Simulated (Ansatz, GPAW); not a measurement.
This is a calculation of Si3N4 for Ansatz 0.2.0. Measurements of this composition are mostly on another form, of space group No. 176.

File input.yaml:

```yaml
crystal:
  lattice:
    - [4.13078, 0.0, 0.0]
    - [0.0, 4.13078, 0.0]
    - [0.0, 0.0, 4.13078]
  atoms:
    - { symbol: Si, position: [0.0, 0.0, 0.5] }
    - { symbol: Si, position: [0.5, 0.0, 0.0] }
    - { symbol: Si, position: [0.0, 0.5, 0.0] }
    - { symbol: "N", position: [0.23952, 0.23952, 0.76048] }
    - { symbol: "N", position: [0.76048, 0.76048, 0.76048] }
    - { symbol: "N", position: [0.23952, 0.76048, 0.23952] }
    - { symbol: "N", position: [0.76048, 0.23952, 0.23952] }
hamiltonian:
  xc: pbe
  pseudopotentials: { kind: paw }
kpoints:
  mp_grid: { grid: [7, 7, 7] }
scf:
  occupations: { method: fermi_dirac, width: 0.05 }
basis:
  ecutwfc: "800 eV"
output:
  forces: true
  stress: true
  eigenvalues: true
  write_density: true
  write_potential: true
  elf: true
  volumetric_format: npy
```

Potentials or basis: Ansatz PAW.

Launch:

```sh
$ ansatz run input.yaml --threads 4 --pin off --max-ram 11264MiB --backend cpu --events-out ev --progress --plain --runs-dir out
```

Question: What does the same run look like in GPAW 26.7.0? Potentials or basis there: GPAW PAW data sets (gpaw-data 1.2.1), cutoff 800 eV.

Answer: As run (cutoffs and basis follow the program's own potentials, and thresholds, step limits or extra output files can differ):

Contents of POSCAR:

```
Si3N4
1.0
    4.1307800000      0.0000000000      0.0000000000
    0.0000000000      4.1307800000      0.0000000000
    0.0000000000      0.0000000000      4.1307800000
Si N
3 4
Direct
    0.0000000000      0.0000000000      0.5000000000
    0.5000000000      0.0000000000      0.0000000000
    0.0000000000      0.5000000000      0.0000000000
    0.2395200000      0.2395200000      0.7604800000
    0.7604800000      0.7604800000      0.7604800000
    0.2395200000      0.7604800000      0.2395200000
    0.7604800000      0.2395200000      0.2395200000
```

Potentials or basis: GPAW PAW data sets (gpaw-data 1.2.1), pw.

Launch:

```sh
$ OMP_NUM_THREADS=1 gpaw run POSCAR -p 'mode=PW(800),xc=PBE,kpts={size:(7,7,7),gamma:True},occupations={name:fermi-dirac,width:0.05},nbands=31,convergence={density:1e-05,energy:1e-05},maxiter=150,txt=gpaw.txt' --properties efs -w gs.gpw
```

Both were run:

|  | Ansatz | GPAW |
| --- | --- | --- |
| Pressure | 0.0 GPa | 1.7 GPa |

Ansatz's pressure holds a Pulay term of +0.01 GPa for its cutoff of 800 eV, which the other run lacks.

Pressure is positive in compression.
